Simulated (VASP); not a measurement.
# ZnSe (Stilleite): relaxation of the atoms with PBE+D3(BJ)

The system is ZnSe (Stilleite).

```
CELL_PARAMETERS angstrom
0.00000 2.81222 2.81222
2.81222 0.00000 2.81222
2.81222 2.81222 0.00000
ATOMIC_POSITIONS crystal
Zn 0.00000 0.00000 0.00000
Se 0.25000 0.25000 0.25000
```

The cell isn't the ideal one: a relaxed cell with its volume scaled by 0.98.

- Program: VASP 6.6.1
- Task: relaxation of the atoms
- Functional: PBE
- Dispersion: D3(BJ)
- Potentials or basis: VASP PAW PBE potentials, release 64 (Zn, Se)
- Cutoff: 600 eV
- k mesh: 8 × 8 × 8
- Occupations: gaussian, width 0.03 eV
- Spin: no spin polarisation
- Further INCAR settings: ALGO = Normal; EDIFF = 1e-07; IBRION = 2; EDIFFG = -0.01; NSW = 40

```
Pressure after relaxing    : 1.3 GPa
Band gap on the k mesh     : 1.38 eV, direct
Dispersion energy per atom : -0.331 eV
```

Final structure:
```
Zn Se
1.0
     0.00000    2.81222    2.81222
     2.81222    0.00000    2.81222
     2.81222    2.81222    0.00000
Zn Se
1 1
Direct
  0.00000 0.00000 0.00000
  0.25000 0.25000 0.25000
```

Levels at points of the mesh, in eV from the valence-band top:
| k point | band 7 | band 8 | band 9 | band 10 | band 11 | band 12 |
| --- | --- | --- | --- | --- | --- | --- |
| (0.00, 0.00, 0.00) | 0.00 | 0.00 | 0.00 | 1.38 | 5.79 | 5.79 |
| (0.50, 0.00, 0.00) | -5.38 | -0.90 | -0.90 | 2.58 | 6.37 | 6.37 |
| (0.50, 0.50, 0.00) | -4.85 | -2.27 | -2.27 | 2.93 | 3.46 | 10.91 |

Wall time 8.4 s on 1 thread of Intel(R) Xeon(R) 6975P-C (Granite Rapids), with other jobs on the host, peak memory 0.19 GiB.

Caveat: the relaxation stopped at its first step, so nothing moved.
